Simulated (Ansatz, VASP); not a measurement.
# InP in two plane-wave programs, part 2 of 2

Wanted: the spread between two codes on one cell, functional and k mesh.

VASP 6.6.1 and Ansatz 0.2.0.

So far: Set-up; VASP: G0W0 gap, PBE.

The database entry behind the starting cell differs from later determinations by our own check (0.1 to 0.3 % short, probably kX units), so it need not match the best structure at ambient conditions.

## (3) Ansatz: G0W0 gap, PBE

Level of this step: Ansatz beside VASP: Kohn-Sham DFT, plane waves, PBE, G0W0 (Ansatz).

Ansatz runs on its default PAW (the set named soft_2) files.

The same cell, functional and mesh now go to Ansatz, which takes its cutoff from its data sets.

The input, input.yaml:

```yaml
crystal:
  lattice:
    - [0.0, 2.9305, 2.9305]
    - [2.9305, 0.0, 2.9305]
    - [2.9305, 2.9305, 0.0]
  atoms:
    - { symbol: In, position: [0.0, 0.0, 0.0] }
    - { symbol: P, position: [0.25, 0.25, 0.25] }
hamiltonian:
  xc: pbe
  pseudopotentials: { kind: paw }
kpoints:
  mp_grid: { grid: [4, 4, 4] }
scf:
  occupations: { method: fixed }
gw:
  n_empty_bands: 143
  ecut_chi: 120.0
  qp_bands: [v2, c2]
  qp_kpoints: band_edges
  screening: { model: contour_deformation }
```

The run is started by

```bash
$ ansatz run input.yaml --threads 4 --pin off --max-ram 9216MiB --backend cpu --events-out ev --progress --plain --runs-dir out
```

Numbers of over 12 decimals in the logs are rounded to 6 here.

The log of the run:

```text
Engine: ansatz 0.2.0, aarch64-unknown-linux-gnu
Pseudopotentials: kind: paw
Pseudopotential: In, paw, valence charge 13, recommended cutoff 420 eV (normal), In.paw.azcp
Pseudopotential: P, paw, valence charge 5, recommended cutoff 420 eV (normal), P.paw.azcp
Functional definition: PBE
  parameter kappa = 0.804
  parameter beta = 0.066725
  exchange = pbe_x(kappa = kappa, mu = beta*pi^2/3)
  correlation = pbe_c(beta = beta)
Crystal: 2 atoms, lattice volume = 50.333 Å³
Basis set: ecut = 420 eV, 941 PW (Γ)
Bands: 13, of which v1, the nominal top of the filled ones, is band 9 counted from 1 (8 counted from 0)
Symmetry: 24 space group operations
Space group: F-43m (ITA 216), of the structure as read, at distance tolerance 3.7e-5 Å
k-points: 8 of 64 (time reversal used)
Non-local potential: In, projectors of the file, l = 0: 2, l = 1: 2, l = 2: 2, l = 3: 2
Non-local potential: P, projectors of the file, l = 0: 2, l = 1: 2, l = 2: 2
PAW form: soft (Blöchl's): semilocal exchange-correlation on the pseudo side does not see the compensation charge
PAW one-centre angular grid: In, 590 points (default); XC on 64 Gauss nodes
PAW one-centre angular grid: P, 110 points (default); XC on 64 Gauss nodes
Initial density: superposition of atomic densities (neutral atoms: chi_scale 0, normalization atom), corrected by the library's trained network
Initial wavefunctions: pseudopotential atomic-orbital guess
Functional: x = pbe(κ = 0.804, μ = 0.219515), c = pbe(β = 0.066725)
SCF iter   1: F=—  HF=-6353.873811 eV  |F-HF|=—  |Δ(HF+E_count)|=         —  Δρ=1.16e-3  dr2=4.53e-4  ethr=1.77e-3  ⟨swp⟩=5.1  Hψ=560  notcnv=0  defer=13
preconditioner: auto → none  [insulator: Δε(μ)=0.702 eV  Ē_g=14.693 eV  n_scr=14 (ndim 8)  ℏωp=22.2 eV  f_vac=0.021  ε∞_Penn≈3.3]
SCF iter   2: F=—  HF=-6353.872556 eV  |F-HF|=—  |Δ(HF+E_count)|=   1.25e-3  Δρ=8.27e-4  dr2=3.03e-4  ethr=2.52e-6  ⟨swp⟩=3.0  Hψ=271  notcnv=0  defer=15
SCF iter   3: F=—  HF=-6353.872455 eV  |F-HF|=—  |Δ(HF+E_count)|=   1.01e-4  Δρ=3.85e-4  dr2=5.74e-5  ethr=1.68e-6  ⟨swp⟩=2.8  Hψ=188  notcnv=0  defer=16
SCF iter   4: F=—  HF=-6353.872470 eV  |F-HF|=—  |Δ(HF+E_count)|=   1.50e-5  Δρ=1.94e-4  dr2=1.25e-5  ethr=3.19e-7  ⟨swp⟩=2.0  Hψ=186  notcnv=0  defer=14
SCF iter   5: F=—  HF=-6353.872472 eV  |F-HF|=—  |Δ(HF+E_count)|=   2.23e-6  Δρ=1.66e-4  dr2=9.44e-6  ethr=6.96e-8  ⟨swp⟩=2.0  Hψ=118  notcnv=0  defer=14
SCF iter   6: F=—  HF=-6353.872469 eV  |F-HF|=—  |Δ(HF+E_count)|=   3.22e-6  Δρ=7.31e-5  dr2=1.81e-6  ethr=5.24e-8  ⟨swp⟩=2.9  Hψ=176  notcnv=0  defer=14
SCF iter   7: F=-6353.872468 eV  HF=-6353.872468 eV  |F-HF|=5.90e-8  |Δ(HF+E_count)|=   7.85e-7  Δρ=1.42e-5  dr2=6.64e-8  ethr=5.56e-10  ⟨swp⟩=6.0  Hψ=603  notcnv=0
SCF 1 converged in 7 iterations: F = -6353.872468 eV  dr2 = 6.64e-8
  greatest PAW one-centre occupation: 0.981 electrons in one spin orbital (limit 2), on the In atom at site 0 (counted from 0), in its partial waves of l = 2
NSCF: frozen V_eff on 8 k-points
G₀W₀ screening: q 1/8
G₀W₀ screening: q 2/8 (q-point 5)
G₀W₀ screening: q 3/8 (q-point 6)
G₀W₀ screening: q 4/8 (q-point 2)
G₀W₀ screening: q 5/8 (q-point 4)
G₀W₀ screening: q 6/8 (q-point 8)
G₀W₀ screening: q 7/8 (q-point 3)
G₀W₀ screening: q 8/8 (q-point 7)
G₀W₀ self-energy: k 1/5
G₀W₀ self-energy: k 2/5
G₀W₀ self-energy: k 3/5
G₀W₀ self-energy: k 4/5
G₀W₀ self-energy: k 5/5
NSCF: frozen V_eff on 1 k-points
SCF converged after 7 iterations
Free energy (F): -6353.872468 eV
Harris-Foulkes:  -6353.872468 eV  (|F-HF|=5.90e-8)
Internal energy: -6353.872468 eV  (E = F + TS)
E sigma→0 (E₀):  -6353.872468 eV
Fermi energy:    7.040219 eV
--- Per-component energies (eV) ---
  E_band       = -51.752488
  E_kinetic    = 314.214376
  E_local      = -1398.766364  (includes V_loc(G=0)·N_el)
  E_nonlocal   = 401.556570
  E_hartree    = 551.997563
  E_xc         = -276.725899
  E_vxc        = -160.048040  (∫ρ·V_xc dr)
  E_paw        = -4725.440458  (= ΣΔE_a)
  E_vpaw       = -312.694240  (= ΣTr[D̂ρ^β])
  E_aug_tail   = 0.000030  (compensation charges beyond the density's cutoff)
  E_ewald      = -1220.708286
  E_smearing   = -0.000000  (= −TS)
  E_closure    = 0.000000  (closes the sum)
  Σ components = -6353.872468   (vs F -6353.872468, Δ=0.00e0)
--- Band table (eV; the first three rows and the last of 8) ---
  k-point 0: bands = [... 5 lower, -4.4819, 7.0402, 7.0402, 7.0402, 7.7423, 11.0987, 11.0987, 11.0987]
  k-point 1: bands = [... 5 lower, -3.8047, 3.5879, 6.4793, 6.4793, 8.8199, 11.8010, 11.8010, 12.3519]
  k-point 2: bands = [... 5 lower, -2.7534, 1.2902, 6.0632, 6.0632, 8.5235, 11.8195, 11.8195, 14.1325]
  k-point 7: bands = [... 5 lower, -2.0158, 1.4173, 4.0767, 4.1147, 11.3157, 11.4079, 12.5821, 13.2302]
--- G₀W₀: contour deformation, 7 samples at zero and on the imaginary axis and 2 off it, 64 q-points, 143 empty bands' worth ---
  eigenvalues of the whole cell's RPA ε∞ on this k-mesh (on a slab, of 1 + 4πα/V) = 44.1610, 44.1610, 44.1610; static W/v taken at q = 0 is 0.022644
  bands read: the sum over 152 bands ends inside a degenerate multiplet in 1 slot, whose members it reads at an even weight; the widest, k=0: bands 152 to 154 (counted from 1) at 1/3 each
  gw.qp_kpoints: band_edges: 5 of 8 stored k-points solved, in 1 pass; an edge of the gap read off the rows below is read off those points alone
    valence top: of the k-points left out ik 5 came nearest to being solved in a further pass, in band 9 (counted from 1, as in the quasiparticle table): it holds the edge there only if its correction is more favourable than any solved in that band by at least 1.032 eV; those differ by 0.114 eV
    conduction bottom: of the k-points left out ik 4 came nearest to being solved in a further pass, in band 10 (counted from 1, as in the quasiparticle table): it holds the edge there only if its correction is more favourable than any solved in that band by at least 1.585 eV; those differ by 0.248 eV
    ik  band        ε_KS         Σx   Σc(E_QP)       V_xc       Z   E_QP_lin       E_QP  E_QP is
     0     8      7.0402   -16.9234     1.4300   -15.0890  0.7342     6.6274     6.6358  root
     0     9      7.0402   -16.9234     1.4300   -15.0890  0.7342     6.6274     6.6358  root
     0    10      7.7423    -9.9726    -4.0037   -14.0783  0.7542     7.8446     7.8443  root
     0    11     11.0987    -7.0475    -4.4169   -11.5650  0.7463    11.1998    11.1994  root
     1     8      6.4793   -16.4658     1.5832   -14.4464  0.7321     6.0326     6.0431  root
     1     9      6.4793   -16.4658     1.5832   -14.4464  0.7321     6.0326     6.0431  root
     1    10      8.8199    -8.8153    -4.1030   -13.0086  0.7532     8.9105     8.9102  root
     1    11     11.8010    -7.0742    -4.6226   -11.8064  0.7416    11.9111    11.9106  root
     2     8      6.0632   -16.2987     1.7588   -14.0784  0.7288     5.5892     5.6016  root
     2     9      6.0632   -16.2987     1.7588   -14.0784  0.7288     5.5892     5.6016  root
     2    10      8.5235    -8.7833    -4.0330   -12.8898  0.7565     8.5972     8.5970  root
     2    11     11.8195    -6.6914    -4.5835   -11.3454  0.7376    11.8903    11.8901  root
     3     8      5.6224   -15.8880     1.8521   -13.5558  0.7255     5.1279     5.1423  root
     3     9      5.6224   -15.8880     1.8521   -13.5558  0.7255     5.1279     5.1423  root
     3    10      9.5007    -6.9171    -4.0569   -10.9627  0.7595     9.4894     9.4894  root
     3    11     10.1609    -8.4587    -4.3197   -12.8522  0.7418    10.2349    10.2348  root
     6     8      4.7089   -15.5982     2.2530   -12.8271  0.7139     4.1715     4.1909  root
     6     9      4.7089   -15.5982     2.2530   -12.8271  0.7139     4.1715     4.1909  root
     6    10      8.7783    -6.4543    -3.7983   -10.1060  0.7662     8.6326     8.6318  root
     6    11      9.2907    -7.7464    -4.0633   -11.8294  0.7558     9.3105     9.3104  root
```

Elapsed: 7.4 s, on 4 threads of Arm Neoverse V2, shared host; peak memory 0.53 GiB; 25 s of CPU time.

The column dr2 measures how far the density is from self-consistency, as an energy; F and HF (Harris–Foulkes) agree once it is small.

## (4) Comparison

Known differences besides the potentials themselves: the two programs' PAW sets differ in cores and partial waves; the cutoff is 420 eV in Ansatz and 300 eV in VASP; VASP leaves aspherical gradient terms in its spheres out (LASPH is not set), Ansatz keeps them; Ansatz integrates over frequency by contour deformation, VASP on a grid of NOMEGA points. Total energies have different zeros and are not compared.

The two programs side by side:

| quantity | Ansatz | VASP | difference |
| --- | --- | --- | --- |
| G0W0 gap on the mesh (eV) | 1.22 | 1.22 | 0.00 |
| PBE gap under it (eV) | 0.70 | 0.69 | +0.01 |

## (5) What came out

```
difference in G0W0 gap on the mesh (G0W0 gap, PBE) : 0.0020 eV
```

**Reading.** The difference in G0W0 gap on the mesh is 0.0020 eV (G0W0 gap, PBE), within the 0.15 eV picked in this series as the mark of a large difference. Such differences can come from data sets, numerical settings and the points named under the comparisons, not from the functional's error against experiment.

[Lines on the potential files, build, host, timing and source positions are cut from VASP's logs without a mark.]

[Logs are printed without paths, hosts, clocks, repeated set-up lines and the standing remarks that a program may print on its own settings, such as how far it seeks lower states.]

[Hosts, paths, dates, database ids (printed as entryN), source tags and the programs' standing remarks are cut or masked in the printed files.]
